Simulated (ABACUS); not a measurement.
The system is LiF (Griceite).

```
CELL_PARAMETERS angstrom
0.00000 2.01400 2.01400
2.01400 0.00000 2.01400
2.01400 2.01400 0.00000
ATOMIC_POSITIONS crystal
F 0.50000 0.50000 0.50000
Li 0.00000 0.00000 0.00000
```

```yaml
Program: ABACUS 3.10.1
Task: single point
Functional: PBE
Potentials_or_basis: PseudoDojo NC SR 0.4.1 PBE standard
Cutoff: 1361 eV
Density_cutoff: 5442 eV
Basis: DZP LCAO (the cutoffs set its grid)
k_mesh: 11 × 11 × 11
Occupations: fermi-dirac, width 0.05 eV
Spin: no spin polarisation
```

On this cell: pressure 2.3 GPa; largest force zero by symmetry; band gap on the k mesh 9.16 eV, direct.

The same run follows on a disturbed copy (atoms moved at random, drawn with an rms of 0.05 Å):

```xyz
2
Lattice="0.0000 2.0140 2.0140 2.0140 0.0000 2.0140 2.0140 2.0140 0.0000" Properties=species:S:1:pos:R:3 pbc="T T T"
F     2.0142    2.0843    2.0030
Li    0.0200    0.0418    0.0192
```

Task: What changes?

Result: The energy moves by +0.9 meV/atom; pressure 2.4 GPa; largest force 0.084 eV/Å; band gap on the k mesh 9.16 eV, direct.

Forces on the atoms (eV/Å):
```
F    0.036 -0.052  0.055
Li  -0.036  0.052 -0.055
```

Caveats: the atomic orbitals were generated for these runs and aren't a published set; an odd mesh through Γ misses points on the zone boundary, where band edges often lie; the basis of atomic orbitals isn't converged, which shifts pressures, moduli and gaps.
